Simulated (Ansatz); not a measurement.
# ScAl3: the cost of one run

Computed with Ansatz 0.2.0 (DFT PBEsol, scalar-relativistic, plane waves, PAW, unless a step's input says otherwise).

4 further runs of the same task are left out: 1 that didn't finish, 3 set aside as unsound or not needed.

## Step 1: Starting point

Symmetry: Pm-3m, No. 221, cubic system. The conventional cell has a = 4.074 Å, b = 4.074 Å, c = 4.074 Å, α = 90.00°, β = 90.00°, γ = 90.00°. Sc (site symmetry m-3m) is surrounded by 12 Al at 2.88 Å. Around Al (site symmetry 4/mmm) lie 4 Sc at 2.88 Å and 8 Al at 2.88 Å.

Coordinates:

```xyz
4
Lattice="4.0738 0.0000 0.0000 0.0000 4.0738 0.0000 0.0000 0.0000 4.0738" Properties=species:S:1:pos:R:3 pbc="T T T"
Sc    0.0000    0.0000    0.0000
Al    2.0369    0.0000    2.0369
Al    0.0000    2.0369    2.0369
Al    2.0369    2.0369    0.0000
```

It goes back to an entry of the Materials Project.

It is the result of an earlier relaxation at this level (volume 16.90 Å³/atom; gap on the mesh: none (metal)).

## Step 2: Elastic constants, atoms relaxed

input.yaml reads:

```yaml
crystal:
  lattice:
    - [4.0737612897, 0.0, 0.0]
    - [0.0, 4.0737612897, 0.0]
    - [0.0, 0.0, 4.0737612897]
  atoms:
    - { symbol: Sc, position: [0.0, 0.0, 0.0] }
    - { symbol: Al, position: [0.5, 0.0, 0.5] }
    - { symbol: Al, position: [0.0, 0.5, 0.5] }
    - { symbol: Al, position: [0.5, 0.5, 0.0] }
basis:
  ecutwfc: 420
kpoints:
  mp_grid: { grid: [10, 10, 10] }
hamiltonian:
  xc: pbesol
scf:
  occupations: { method: fermi_dirac, width: 0.15 }
output:
  forces: true
  stress: true
  eigenvalues: true
elastic:
  mode: relaxed_ion
  amplitude: 0.005
  stencil: two_point
```

The run is started by

```
> ansatz run input.yaml --threads 1 --pin off --max-ram 4096MiB --backend cpu --events-out ev --progress --plain --runs-dir out
```

Q: Estimate wall time and peak memory on 1 thread of Intel Xeon Platinum 8488C (Sapphire Rapids), shared host.

About 29 s, with a peak of 0.54 GiB.
